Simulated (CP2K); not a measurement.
Runs of CP2K 2026.2 on Pt. All rows change the cell; the cell of one of them follows. It takes space group Fm-3m (No. 225, cubic). Conventional cell: a = 3.922 Å, b = 3.922 Å, c = 3.922 Å, α = 90.00°, β = 90.00°, γ = 90.00°. Pt (site symmetry m-3m) has 12 Pt at 2.77 Å as nearest neighbours. 

```tsv
cell	gap on the mesh (eV)	pressure (GPa)
strain_c = 0	none	10.2
strain_c = -0.02	none	16.8
strain_c = 0.04	none	-0.2
strain_c = 0.06	none	(a)
strain_c = 0.02	none	(b)
strain_c = -0.04	none	24.6
```

Alike in all rows: task band structure; level PBE; potentials or basis POTENTIAL_UZH Pt GTH-PBE-q18; TZVP-MOLOPT-PBE-GTH basis; no spin polarisation; k mesh 12 × 12 × 12; smearing fermi-dirac 0.05 eV.

Task: Fill in the values left out.

Result: (a) -4.3; (b) 4.6.

Caveats: spin-orbit coupling is left out, which moves the levels of the heavy elements; the basis of atomic orbitals isn't converged, which shifts pressures, moduli and gaps.

A k mesh can miss the band edges, and the runs leave out spin-orbit coupling on Pt.

A gap of «none» marks a metal or a gap under the smearing width.
